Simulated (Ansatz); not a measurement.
## HgTe (Coloradoite): equation of state with LDA

**The experiment to reproduce.**

A printed reference work, monograph reports, for a bulk crystal of HgTe: bulk modulus 43 GPa.

Crystal: HgTe (Coloradoite).

```
Hg Te
1.0
     0.00000    3.21450    3.21450
     3.21450    0.00000    3.21450
     3.21450    3.21450    0.00000
Hg Te
1 1
Direct
  0.00000 0.00000 0.00000
  0.75000 0.75000 0.75000
```

```yaml
Program: Ansatz 0.2.0
Task: equation of state
Functional: LDA
Potentials_or_basis: Ansatz PAW
Cutoff: 420 eV
Density_cutoff: 1680 eV
k_mesh: 7 × 7 × 7
Occupations: fermi-dirac, width 0.05 eV
Spin: no spin polarisation
```

```json
{"Equilibrium volume": "33.33 Å³/atom", "Bulk modulus": "47 GPa", "Pressure derivative of the bulk modulus": "5.2"}
```

Energy against volume, from the lowest point:
```tsv
volume (Å³/atom)	energy (meV/atom)
31.223	22.38
31.887	10.01
32.551	2.74
33.215	0.00
33.880	1.26
34.544	6.05
35.208	13.97
```

All runs of the series together: 7.2 s on 2 threads of Intel(R) Xeon(R) 6975P-C (Granite Rapids) (shared host).

A measured bulk modulus of HgTe is 43 GPa (a printed reference work, monograph); the calculated 47 GPa misses it by +10.1 %. The fit is for a static lattice scaled at fixed shape and fixed fractional positions.

Spin-orbit coupling is left out, which matters for the levels of Hg, Te.
